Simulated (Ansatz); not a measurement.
Straining TiAl$_{3}$

All numbers below come from Ansatz 0.2.0, DFT PBEsol, scalar-relativistic, plane waves, PAW. Settings: 420 eV cutoff, 10×10×4 k-mesh, Gaussian smearing of 0.10 eV, no spin polarisation.

The relaxed crystal:

```
Ti Al
1.0
     3.81555    0.00000    0.00000
     0.00000    3.81555    0.00000
     0.00000    0.00000    8.55399
Ti Al
2 6
Direct
  0.00000 0.00000 0.00000
  0.50000 0.50000 0.50000
  0.50000 0.50000 0.00000
  0.00000 0.50000 0.25000
  0.50000 0.00000 0.25000
  0.00000 0.00000 0.50000
  0.50000 0.00000 0.75000
  0.00000 0.50000 0.75000
```

Deformation: c alone is stretched, the rest of the cell is held and the atoms relax, all within the symmetry that the strain leaves. Energies are extrapolated to zero smearing. Stress is positive in compression, on the Cartesian axes of the cell above.

```csv
strain (%),ΔE (meV/atom),a (Å),b (Å),c (Å),σxx (GPa),σyy (GPa),σzz (GPa)
-3.0,11.1,3.816,3.816,8.297,1.64,1.64,7.50
-2.0,4.9,3.816,3.816,8.383,1.00,1.00,4.94
-1.0,1.2,3.816,3.816,8.468,0.45,0.45,2.45
+0.0,0.0,3.816,3.816,8.554,-0.04,-0.04,0.06
+1.0,1.0,3.816,3.816,8.640,-0.47,-0.47,-2.22
+2.0,4.3,3.816,3.816,8.725,-0.85,-0.85,-4.37
+3.0,9.5,3.816,3.816,8.811,-1.20,-1.20,-6.38
```